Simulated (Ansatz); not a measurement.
The system is Al.

```xyz
1
Lattice="-1.5912 1.5912 1.5912 1.5912 -1.5912 1.5912 1.5912 1.5912 -1.5912" Properties=species:S:1:pos:R:3 pbc="T T T"
Al    0.0000    0.0000    0.0000
```

This isn't the form of Al at room conditions, which is fcc.

```yaml
Program: Ansatz 0.2.0
Task: single point
Functional: PBE
Potentials_or_basis: all-electron LAPW, scalar-relativistic
Cutoff: 147 eV (chosen from the basis error)
Basis_error_allowed: 0.001 eV/atom
k_mesh: 12 × 12 × 12
Occupations: fermi-dirac, width 0.05 eV
Spin: no spin polarisation
```

On this cell: pressure 3.8 GPa; band gap on the k mesh none (metal or under the smearing width).

The same run follows on a disturbed copy (cell strained at random at fixed volume):

```xyz
1
Lattice="-1.6989 1.5643 1.6008 1.6310 -1.5829 1.5514 1.6604 1.5443 -1.6194" Properties=species:S:1:pos:R:3 pbc="T T T"
Al    0.0311   -0.0117    0.0086
```

What changes?

The energy (extrapolated to zero smearing) moves by +1.4 meV/atom; pressure 3.9 GPa; band gap on the k mesh none (metal or under the smearing width).

Stress tensor (GPa, compression positive):
```
5.06 0.46 1.40
0.46 3.36 0.59
1.40 0.59 3.39
```
